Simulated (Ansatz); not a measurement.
## Molecular dynamics of Si₁₆C

Input file:

```yaml
crystal:
  lattice:
    - [0.0, 5.43, 5.43]
    - [5.43, 0.0, 5.43]
    - [5.43, 5.43, 0.0]
  atoms:
    - { symbol: Si, position: [0.01511102, -0.00567465, -0.02286511] }
    - { symbol: Si, position: [0.13853413, 0.1081721, 0.11327299] }
    - { symbol: Si, position: [0.0128581, -0.01323415, 0.48680121] }
    - { symbol: Si, position: [0.15309882, 0.10358128, 0.60367828] }
    - { symbol: Si, position: [0.01890753, 0.48114494, -0.01881122] }
    - { symbol: Si, position: [0.08737887, 0.63080234, 0.13096646] }
    - { symbol: Si, position: [0.01517805, 0.47703555, 0.49442875] }
    - { symbol: Si, position: [0.13852198, 0.61328058, 0.60823012] }
    - { symbol: Si, position: [0.51198252, -0.00482712, -0.0229909] }
    - { symbol: Si, position: [0.64727111, 0.12686193, 0.07788007] }
    - { symbol: Si, position: [0.52739007, -0.027552, 0.47184536] }
    - { symbol: Si, position: [0.63890671, 0.10347119, 0.60355042] }
    - { symbol: Si, position: [0.43376876, 0.56801809, 0.06724807] }
    - { symbol: Si, position: [0.65156716, 0.63227794, 0.13242254] }
    - { symbol: Si, position: [0.51196096, 0.47692819, 0.49526647] }
    - { symbol: Si, position: [0.64729338, 0.57856311, 0.62618208] }
    - { symbol: C, position: [0.59726863, 0.40582459, 0.90505612] }
magnetization:
  spin_polarized: true
basis:
  ecutwfc: 420.0
kpoints:
  mp_grid: { grid: [2, 2, 2] }
hamiltonian:
  xc: pbe
  pseudopotentials: { kind: paw, azcp: { folder: soft_1 } }
scf:
  occupations: { method: fermi_dirac, width: 0.05 }
  lower_state_search: "off"
md:
  timestep: 1.5
  n_steps: 80
  ensemble: nve
  temperature: 3000.0
  initial_velocities: maxwell_boltzmann
  seed: 325237
```

Launched with:

```bash
$ ansatz run input.yaml --threads 1 --pin off --max-ram 3072MiB --backend cpu --events-out ev --progress --plain --runs-dir out
```

It starts from a relaxed structure.

Output, in part (step lines):

```
md step     0: t =     0.00 fs  T =  3000.0 K  F+E_penalty+E_count = -10419.02709673 eV  E_kin = 6.204480 eV  conserved = -10412.82261678 eV  (15 SCF iters)
md step     1: t =     1.50 fs  T =  2969.3 K  F+E_penalty+E_count = -10418.96378060 eV  E_kin = 6.141039 eV  conserved = -10412.82274178 eV  (7 SCF iters)
md step     2: t =     3.00 fs  T =  2878.6 K  F+E_penalty+E_count = -10418.77567799 eV  E_kin = 5.953438 eV  conserved = -10412.82224033 eV  (7 SCF iters)
md step     3: t =     4.50 fs  T =  2732.8 K  F+E_penalty+E_count = -10418.47282255 eV  E_kin = 5.651798 eV  conserved = -10412.82102445 eV  (7 SCF iters)
md step     4: t =     6.00 fs  T =  2541.9 K  F+E_penalty+E_count = -10418.07621780 eV  E_kin = 5.257072 eV  conserved = -10412.81914563 eV  (7 SCF iters)
md step     5: t =     7.50 fs  T =  2321.0 K  F+E_penalty+E_count = -10417.61698898 eV  E_kin = 4.800244 eV  conserved = -10412.81674489 eV  (7 SCF iters)
md step     6: t =     9.00 fs  T =  2088.8 K  F+E_penalty+E_count = -10417.13400542 eV  E_kin = 4.319930 eV  conserved = -10412.81407558 eV  (7 SCF iters)
md step     7: t =    10.50 fs  T =  1865.6 K  F+E_penalty+E_count = -10416.66978439 eV  E_kin = 3.858279 eV  conserved = -10412.81150573 eV  (7 SCF iters)
[... lines left out ...]
md step    80: t =   120.00 fs  T =  1454.3 K  F+E_penalty+E_count = -10415.82183214 eV  E_kin = 3.007685 eV  conserved = -10412.81414683 eV  (7 SCF iters)
```

The steps, from the saved trajectory:

```csv
time (fs),T (K),potential energy less start (eV),conserved less start (meV/atom)
0.0,3000,0.000,0.00
3.0,2879,0.251,0.02
6.0,2542,0.951,0.20
9.0,2089,1.893,0.50
12.0,1671,2.762,0.77
15.0,1421,3.281,0.85
18.0,1376,3.371,0.72
21.0,1473,3.168,0.52
24.0,1609,2.883,0.39
27.0,1710,2.673,0.34
30.0,1745,2.602,0.37
33.0,1723,2.650,0.45
36.0,1677,2.745,0.52
39.0,1638,2.826,0.52
42.0,1597,2.910,0.44
45.0,1522,3.063,0.42
48.0,1402,3.313,0.47
51.0,1257,3.614,0.54
54.0,1120,3.897,0.59
57.0,1014,4.118,0.60
60.0,942,4.266,0.57
63.0,893,4.367,0.54
66.0,848,4.460,0.51
69.0,793,4.573,0.51
72.0,727,4.709,0.53
75.0,664,4.842,0.58
78.0,626,4.920,0.61
81.0,629,4.914,0.59
84.0,659,4.851,0.54
87.0,694,4.777,0.52
90.0,726,4.713,0.54
93.0,759,4.644,0.57
96.0,807,4.544,0.58
99.0,875,4.405,0.57
102.0,959,4.230,0.56
105.0,1057,4.028,0.56
108.0,1167,3.801,0.54
111.0,1278,3.571,0.49
114.0,1370,3.379,0.46
117.0,1428,3.258,0.47
120.0,1454,3.205,0.50
```

The run went to its last step. The conserved energy stayed within 0.86 meV per atom of its start (net change 0.5 meV per atom), so the integration is sound. A run of 0.12 ps of so small a system gives no equilibrium averages. Limits of this set-up: coarse k mesh.

Mean squared displacements from the first frame to the last, about the centre of mass: Si 0.28 Å², C 0.56 Å².

Last frame:

```xyz
17
Lattice="0.0000 5.4300 5.4300 5.4300 0.0000 5.4300 5.4300 5.4300 0.0000" Properties=species:S:1:pos:R:3
Si -0.326 0.240 -0.099
Si 1.117 1.343 1.365
Si 2.498 2.715 -0.036
Si 3.613 4.470 1.292
Si 2.005 -0.080 2.951
Si 3.965 0.975 3.404
Si 5.018 2.765 2.099
Si 6.162 3.391 4.076
Si 0.095 2.862 2.842
Si 1.447 4.240 4.486
Si 2.515 5.745 2.971
Si 4.193 6.866 4.355
Si 4.194 2.341 5.687
Si 3.826 4.397 7.361
Si 5.181 4.978 5.344
Si 6.837 6.963 6.245
C 7.839 8.328 5.330
```

The run took 14 min on 1 thread of Arm Neoverse V2, with other jobs on the host, peak memory 0.68 GiB.
